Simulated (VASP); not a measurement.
Runs of VASP 6.6.1 on AlAs. The cell holds a slab with vacuum, 14 atoms: a = 5.661 Å, b = 4.003 Å, c = 28.008 Å, α = 90.00°, β = 90.00°, γ = 90.00°. 

```csv
task,level,potentials or basis,cell,k mesh,cutoff (eV),mesh quality,gap on the mesh (eV),largest force (eV/Å)
work function,PBEsol,"VASP PAW PBE potentials, release 64 (Al, As)",as given,2 × 4 × 1,520,coarse,0.70,0.03
relaxation of the atoms,PBEsol,"VASP PAW PBE potentials, release 64 (Al, As)",atoms relaxed,4 × 6 × 1,520,not flagged,0.71,0.01
work function,PBEsol,"VASP PAW PBE potentials, release 64 (Al, As)",as given,4 × 6 × 1,520,not flagged,0.71,0.01
work function,LDA,"VASP PAW LDA potentials, release 64 (Al, As)",as given,4 × 6 × 1,520,not flagged,(a),0.25
work function,PBEsol,"VASP PAW PBE potentials, release 64 (Al, As)",as given,4 × 6 × 1,250,not flagged,0.70,0.01
```

Alike in all rows: no spin polarisation; smearing gaussian 0.05 eV.

Task: Fill in the values left out.

Result: (a) 0.72.

Caveats: some runs use coarse meshes; the PAW data sets were made with another functional, which shifts forces and pressure a little (some runs).

A k mesh can miss the band edges, and the runs leave out spin-orbit coupling on As.
